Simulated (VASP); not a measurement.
# Ga (C2/c) in VASP: further runs

One crystal, Ga, is run at these levels: PBE; tasks: single point.

Everything below comes from runs of VASP 6.6.1. Logs are shortened: lines on timing, memory, paths and dates and some standing lists are left out, and cuts for length are marked.

## 1. The crystal as given

Symmetry: C2/c, No. 15, monoclinic system. The conventional cell has a = 2.766 Å, b = 8.053 Å, c = 3.332 Å, α = 90.00°, β = 92.02°, γ = 90.00°. Ga (site symmetry 2) is surrounded by 8 Ga at 2.69 to 2.92 Å.

This isn't the form of Ga at room conditions, which is orthorhombic.

## 2. Single point, PBE

INCAR reads:

```
PREC = Accurate
ENCUT = 550
EDIFF = 1E-6
ISMEAR = 0
SIGMA = 0.15
LREAL = False
LASPH = True
NELM = 100
ALGO = Normal
ISIF = 2
LWAVE = False
LCHARG = False
GGA = PE
NBANDS = 20
ADDGRID = False
```

KPOINTS reads:

```
regular mesh
0
Gamma
  11 11 9
```

POSCAR reads:

```
Ga
1.0
    1.3830000000     -4.0265000000      0.0000000000
    1.3830000000      4.0265000000      0.0000000000
   -0.1174474948      0.0000000000      3.3299294416
Ga
2
Direct
    0.0863460000      0.8268100000      0.7848140000
    0.8777350000      0.1376800000      0.2531650000
```

Potentials or basis: VASP PAW PBE potentials, release 64 (Ga_d).

Command:

```
$ cat potpaw_PBE.64/Ga_d/POTCAR > POTCAR
$ mpirun -np 1 vasp_std > vasp.out
```

OUTCAR:

```text
PREC = Accurate
   ENCUT = 550
   EDIFF = 1E-6
   ISMEAR = 0
   LREAL = False
   LASPH = True
   NELM = 100
   ISIF = 2
   GGA = PE

 Found    545 irreducible k-points:

 Following reciprocal coordinates:
            Coordinates               Weight
  0.000000  0.000000  0.000000      1.000000
  0.090909 -0.000000  0.000000      2.000000
  0.000000 -0.090909  0.000000      2.000000
  0.181818  0.000000 -0.000000      2.000000
  0.000000 -0.181818  0.000000      2.000000
  0.272727 -0.000000  0.000000      2.000000
   k-points           NKPTS =    545   k-points in BZ     NKDIM =    545   number of bands    NBANDS=     20
   number of dos      NEDOS =    301   number of ions     NIONS =      2
   total plane-waves  NPLWV =  36288
   dimension x,y,z NGX =    36 NGY =   36 NGZ =   28
   dimension x,y,z NGXF=    72 NGYF=   72 NGZF=   56
   ions per type =               2
   NGX,Y,Z   is equivalent  to a cutoff of  14.06, 14.06, 13.97 a.u.
   NGXF,Y,Z  is equivalent  to a cutoff of  28.12, 28.12, 27.94 a.u.
 SYSTEM =  unknown system
   PREC   = accura    normal or accurate (medium, high low for compatibility)
   ISTART =      0    job   : 0-new  1-cont  2-samecut
   ICHARG =      2    charge: 1-file 2-atom 10-const
   ISPIN  =      1    spin polarized calculation?
   LNONCOLLINEAR =      F non collinear calculations
   LSORBIT =      F    spin-orbit coupling
   LASPH  =      T    aspherical Exc in radial PAW
   ENCUT  =  550.0 eV  40.42 Ry    6.36 a.u.   8.14  8.14  6.37*2*pi/ulx,y,z
   NELM   =    100;   NELMIN=  2; NELMDL= -5     # of ELM steps
   EDIFF  = 0.1E-05   stopping-criterion for ELM
[... 8 lines left out ...]
   TEBEG  =    0.0;   TEEND  =   0.0 temperature during run
   PSTRESS=    0.0 pullay stress
   NELECT =      26.0000    total number of electrons
   NUPDOWN=      -1.0000    fix difference up-down
   EMIN   =  10.00;   EMAX   =-10.00  energy-range for DOS
   EFERMI =   0.00;   METHOD = LEGACY
   ISMEAR =     0;   SIGMA  =   0.15  broadening in eV -4-tet -1-fermi 0-gaus
   EFERMI_NEDOS =   21; number of points for ismear=-14 and -15
   IALGO  =     38    algorithm
   IMIX   =      4    mixing-type and parameters
     AMIX     =   0.40;   BMIX     =  1.00
     AMIX_MAG =   1.60;   BMIX_MAG =  1.00
  volume/ion in A,a.u.               =      18.54       125.14
  Fermi-wavevector in a.u.,A,eV,Ry     =   1.454323  2.748273 28.777089  2.115056
  Thomas-Fermi vector in A             =   2.571487
   LORBIT       =      0    0 simple, 1 ext, 2 COOP (PROOUT), +10 PAW based schemes
   GGA     = PE    functional components
   LHFCALC =     F    Hartree Fock is set to
   AEXX    =    0.0000 exact exchange contribution
   IVDW    =     0    specifies the selected vdW correction
   LEPSILON=     F    determine dielectric tensor
   LRPA    =     F    only Hartree local field effects (RPA)
 non-spin polarized calculation
 Gauss-broadening in eV      SIGMA  =   0.15
  energy-cutoff  :      550.00
  volume of cell :       37.09
 maximum number of plane-waves:      1101
 NGX is ok and might be reduce to    36
   NGX = 17   NGY = 17   NGZ = 13

 number of electron      26.0000005 magnetization

 Free energy of the ion-electron system (eV)
  ---------------------------------------------------
  ext. energy  EPLUGINS =         0.00000000
  ---------------------------------------------------
  free energy    TOTEN  =        -5.75224242 eV

  energy without entropy =       -5.74388638  energy(sigma->0) =       -5.74806440

 E-fermi :   5.7211     XC(G=0): -11.0556

 val. band max:        5.7206614861   @ k =  -0.1818  -0.1818   0.2222
 cond. band min:       5.7233093755   @ k =   0.2727   0.0909  -0.3333
 fundamental gap:      0.0026478894
 Fermi energy:         5.7210768619

 k-point     1 :       0.0000    0.0000    0.0000
  band No.  band energies     occupation
      1      -9.5278      2.00000
      2      -9.4993      2.00000
      3      -9.4603      2.00000
      4      -9.4398      2.00000
      5      -9.1824      2.00000
      6      -9.1619      2.00000
[... 12 lines left out ...]
     19      16.5341      0.00000
     20      18.7132      0.00000

 k-point     2 :       0.0909   -0.0000    0.0000
  band No.  band energies     occupation
      1      -9.5204      2.00000
      2      -9.4874      2.00000
      3      -9.4453      2.00000
      4      -9.4087      2.00000
      5      -9.1937      2.00000
      6      -9.1824      2.00000
[... 12 lines left out ...]
     19      16.7127      0.00000
     20      19.5487      0.00000

 k-point     3 :       0.0000   -0.0909    0.0000
  band No.  band energies     occupation
      1      -9.5175      2.00000
      2      -9.4855      2.00000
      3      -9.4431      2.00000
      4      -9.4095      2.00000
      5      -9.1953      2.00000
      6      -9.1779      2.00000
[... 12 lines left out ...]
     19      16.7871      0.00000
     20      19.5634      0.00000

 k-point     4 :       0.1818    0.0000   -0.0000
  band No.  band energies     occupation
      1      -9.5043      2.00000
      2      -9.4607      2.00000
      3      -9.4054      2.00000
      4      -9.3320      2.00000
      5      -9.2317      2.00000
      6      -9.2175      2.00000
[... 12 lines left out ...]
     19      16.8735      0.00000
     20      20.4622      0.00000

 k-point     5 :       0.0000   -0.1818    0.0000
  band No.  band energies     occupation
      1      -9.4926      2.00000
      2      -9.4523      2.00000
      3      -9.3959      2.00000
      4      -9.3317      2.00000
      5      -9.2277      2.00000
      6      -9.2174      2.00000
[... 12 lines left out ...]
     19      16.9555      0.00000
     20      20.5147      0.00000

 k-point     6 :       0.2727   -0.0000    0.0000
  band No.  band energies     occupation
      1      -9.4877      2.00000
      2      -9.4327      2.00000
      3      -9.3652      2.00000
      4      -9.3214      2.00000
      5      -9.2838      2.00000
      6      -9.1913      2.00000
[... 12 lines left out ...]
     19      17.1054      0.00000
     20      20.0029      0.00000

 [... further k-points ...]

------------------------ aborting loop because EDIFF is reached ----------------------------------------

  FORCE on cell =-STRESS in cart. coord.  units (eV):
  Direction    XX          YY          ZZ          XY          YZ          ZX
  --------------------------------------------------------------------------------------
  -------------------------------------------------------------------------------------
  Total        0.3406563      0.6186018      0.6209527      0.0087347      0.1508341      0.0491743
  in kB       14.7167566     26.7243330     26.8258944      0.3773506      6.5162139      2.1243871
  external PRESSURE =      22.7556613 kB  Pullay stress =       0.0000000 kB

 VOLUME and BASIS-vectors are now :
 -----------------------------------------------------------------------------
  energy-cutoff  :      550.00
  volume of cell :       37.09
      direct lattice vectors                 reciprocal lattice vectors
     1.383000000 -4.026500000  0.000000000     0.361532899 -0.124177325  0.012751361
     1.383000000  4.026500000  0.000000000     0.361532899  0.124177325  0.012751361
    -0.117447495  0.000000000  3.329929442     0.000000000  0.000000000  0.300306663

 POSITION                                       TOTAL-FORCE (eV/Angst)
 -----------------------------------------------------------------------------------
      1.17072      2.98148      2.61338         0.004723     -0.296467     -0.210513
      1.37459     -2.97983      0.84302        -0.004723      0.296467      0.210513
 -----------------------------------------------------------------------------------
    total drift:                               -0.000005      0.000007     -0.000026

  FREE ENERGIE OF THE ION-ELECTRON SYSTEM (eV)
  ---------------------------------------------------
  free  energy   TOTEN  =        -5.7522424201 eV

  energy  without entropy=       -5.7438863810  energy(sigma->0) =       -5.74806440
```

OSZICAR:

```text
N       E                     dE             d eps       ncg     rms          rms(c)
DAV:   1     0.132831578907E+03    0.13283E+03   -0.13631E+04 23024   0.256E+03
DAV:   2     0.569403838717E+01   -0.12714E+03   -0.12401E+03 22392   0.391E+02
DAV:   3    -0.563262875986E+01   -0.11327E+02   -0.11269E+02 24464   0.957E+01
DAV:   4    -0.580230391892E+01   -0.16968E+00   -0.16956E+00 24960   0.128E+01
DAV:   5    -0.580518365959E+01   -0.28797E-02   -0.28796E-02 24948   0.164E+00    0.143E+00
DAV:   6    -0.576126387667E+01    0.43920E-01   -0.88800E-02 29476   0.495E+00    0.740E-01
DAV:   7    -0.575309460802E+01    0.81693E-02   -0.18411E-02 31216   0.187E+00    0.203E-01
DAV:   8    -0.575222602463E+01    0.86858E-03   -0.24407E-03 23852   0.676E-01    0.212E-02
DAV:   9    -0.575224129420E+01   -0.15270E-04   -0.13838E-04 24412   0.118E-01    0.816E-03
DAV:  10    -0.575224246071E+01   -0.11665E-05   -0.99692E-06 24436   0.361E-02    0.284E-03
DAV:  11    -0.575224242009E+01    0.40616E-07   -0.13323E-06 15596   0.148E-02
   1 F= -.57522424E+01 E0= -.57480644E+01  d E =-.835604E-02
```

Run time: 6.5 min. Hardware: 1 thread of Intel Xeon Platinum 8259CL at 2.50GHz (Skylake/Cascade Lake), shared host; peak memory 0.45 GiB.

The run converged, but some of its settings lie outside the range that counts as converged, so its numbers aren't taken as properties of the crystal.

Results:

| Property | Result |
| --- | --- |
| Free energy | -5.7522 eV |
| Pressure | 2.3 GPa |
| Largest force | 0.364 eV/Å |
| Band gap on the k mesh | none (metal or under the smearing width) |

## 3. Single point, PBE

Edit INCAR of step 2 so:

```diff
@@ -1,3 +1,3 @@
 PREC = Accurate
-ENCUT = 550
+ENCUT = 300
 EDIFF = 1E-6
```

KPOINTS reads:

```
regular mesh
0
Gamma
  16 16 12
```

POSCAR reads:

```
Ga
1.0
    1.3830000000     -4.0265000000      0.0000000000
    1.3830000000      4.0265000000      0.0000000000
   -0.1174474948      0.0000000000      3.3299294416
Ga
2
Direct
    0.1310000000      0.8690000000      0.7500000000
    0.8690000000      0.1310000000      0.2500000000
```

Potentials or basis: VASP PAW PBE potentials, release 64 (Ga_d).

Command:

```
$ cat potpaw_PBE.64/Ga_d/POTCAR > POTCAR
$ mpirun -np 1 vasp_std > vasp.out
```

Run time: 2.9 min. Hardware: 1 thread of Intel Xeon Platinum 8259CL at 2.50GHz (Skylake/Cascade Lake), shared host; peak memory 0.31 GiB.

The run converged, but some of its settings lie outside the range that counts as converged, so its numbers aren't taken as properties of the crystal.

What came out:

| Property | Result |
| --- | --- |
| Free energy | -5.7766 eV |
| Largest force | 0.192 eV/Å |
| Band gap on the k mesh | none (metal or under the smearing width) |

Caveat: the cutoff is under 1.25 times the usual one of these potentials, so pressure, stress and relaxed cells hold a basis-set (Pulay) error.

(Continued in part 2 of 2.)
